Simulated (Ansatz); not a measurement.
# Li$_{2}$S: from supercell energies to defect levels (S interstitial)

Method: Ansatz, DFT PBEsol, scalar-relativistic, plane waves, PAW. Settings: 420 eV cutoff, 2×2×2 k-mesh, shifted by half a step, Gaussian smearing of 0.01 eV, collinear spin in charge -1 alone.

Host crystal, relaxed:

```cif
data_structure
_symmetry_space_group_name_H-M 'P 1'
_symmetry_Int_Tables_number 1
_cell_length_a 3.9986
_cell_length_b 3.9986
_cell_length_c 3.9986
_cell_angle_alpha 60.000
_cell_angle_beta 60.000
_cell_angle_gamma 60.000
_cell_volume 45.21
loop_
_atom_site_label
_atom_site_type_symbol
_atom_site_fract_x
_atom_site_fract_y
_atom_site_fract_z
_atom_site_occupancy
Li1 Li 0.75000 0.75000 0.75000 1
Li2 Li 0.25000 0.25000 0.25000 1
S1 S 0.00000 0.00000 0.00000 1
```

The S interstitial was set at (0.500, 0.500, 0.500) of the host cell, in a supercell of 48 sites (723 Å³), relaxed at fixed cell in each charge q. The host's Kohn–Sham gap is 3.20 eV and its static dielectric constant 7.5 (mean). For each charge: the supercell's free energy over the neutral one with q electrons exchanged at the valence band top, F(q) − F(0) + qE_v; the image-charge term; and the term that aligns the potential far from the defect with the host's.

```csv
q,F(q) − F(0) + qE_v (eV),image charge (eV),alignment (eV)
0,0.000,0.000,0.000
-1,1.077,0.311,-0.309
-2,2.520,1.243,-0.670
```

Task: Add the terms and find the levels between neighbouring charges, ε(q/q′) = [A(q′) − A(q)]/(q − q′), with and without the two corrections.

Result: A(q): 0.000 eV for 0, 1.079 eV for -1, 3.093 eV for -2.
```csv
level,corrected (eV over E_v),uncorrected (eV)
(0/-1),1.08,1.08
(-1/-2),2.01,1.44
```

As a check, a point charge in a simple cubic cell of this volume has q²αe²/(2εL) = 0.305 q² eV (e² = 14.40 eV Å, α = 2.837, L = 8.98 Å); the shape of the real cell can change it somewhat. The term grows as q², so it pushes donor levels down and acceptor levels up. The program doubts the alignment for q = -1, -2, so levels beside it are uncertain by about that term.

Task: Which of these charges is lowest with the Fermi level at the valence band top, at mid-gap and at the conduction band bottom?

Result: The line A(q) + qE_F that lies lowest gives the charge: 0 at E_F = 0.00 eV, -1 at E_F = 1.60 eV, -2 at E_F = 3.20 eV. In charge 0 the cell has partly filled levels, from a carrier spread over the host's bands, a defect level that the small cell broadens into a band, or a degenerate defect level that the symmetric start can't split, so the levels beside it are doubtful. Charges beyond those computed could lie lower near the band edges.

Task: The neutral defect forms at 3.44 eV with atoms taken from and returned to the elements. What are the formation energies at those three Fermi levels, and what share of sites would hold the defect at 1200 K with E_F at mid-gap, if the host still stood at that temperature?

Result: E_f = E_f(0) + A(q) + qE_F = 3.44, 2.92, 0.13 eV. In the dilute limit the share is exp(−E_f/k_BT) = exp(−2.922/0.1034) = 5.4×10⁻¹³, leaving out degeneracy and vibrational entropy. This is the S-rich limit; a poorer supply of S, or a competing compound of it, raises E_f. The small cell and the narrow Kohn–Sham gap leave errors of tenths of an eV or more, which change the share by orders of magnitude.